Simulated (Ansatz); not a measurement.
SnSe2 in the anatase structure was relaxed with 3 functionals in Ansatz, cell and atoms free, the symmetry of the start kept (meshes: PBE 6×6×6, r2SCAN 6×6×6, PBEsol 6×6×6). All values are calculated for a non-magnetic cell, which may be hypothetical.

The r2SCAN result:
Space group I4_1/amd:1 (No. 141). a = 5.629 Å, b = 5.629 Å, c = 11.023 Å, α = 90.00°, β = 90.00°, γ = 90.00°
```json
{"atom": "Sn", "site": "4a", "symmetry": "-4m2", "x": "0.0000", "y": "0.5000", "z": "0.2500"}
{"atom": "Se", "site": "8e", "symmetry": "2mm.", "x": "0.0000", "y": "0.5000", "z": "0.0194"}
```

Space group I4_1/amd (No. 141), tetragonal; a = 5.629 Å, c = 11.023 Å in the conventional setting, 29.10 Å³ an atom. Around Sn lie 6 Se at 2.54–2.82 Å; around Se lie 3 Sn at 2.54–2.82 Å.

Task: Order the functionals by the relaxed volume, smallest first.
A. PBEsol
B. PBE
C. r2SCAN

Result: A (28.01 Å³/atom), C (29.10 Å³/atom), B (30.41 Å³/atom).

Task: How does the cell change with PBE?

Result: a = 5.694 Å, c = 11.256 Å; the volume differs by +4.5 % from r2SCAN's. Around Sn lie 6 Se at 2.57–2.86 Å; around Se lie 3 Sn at 2.57–2.86 Å.

Task: How does the cell change with PBEsol?

Result: a = 5.612 Å, c = 10.670 Å; the volume differs by -3.8 % from r2SCAN's. Around Sn lie 6 Se at 2.54–2.81 Å; around Se lie 3 Sn at 2.54–2.81 Å.
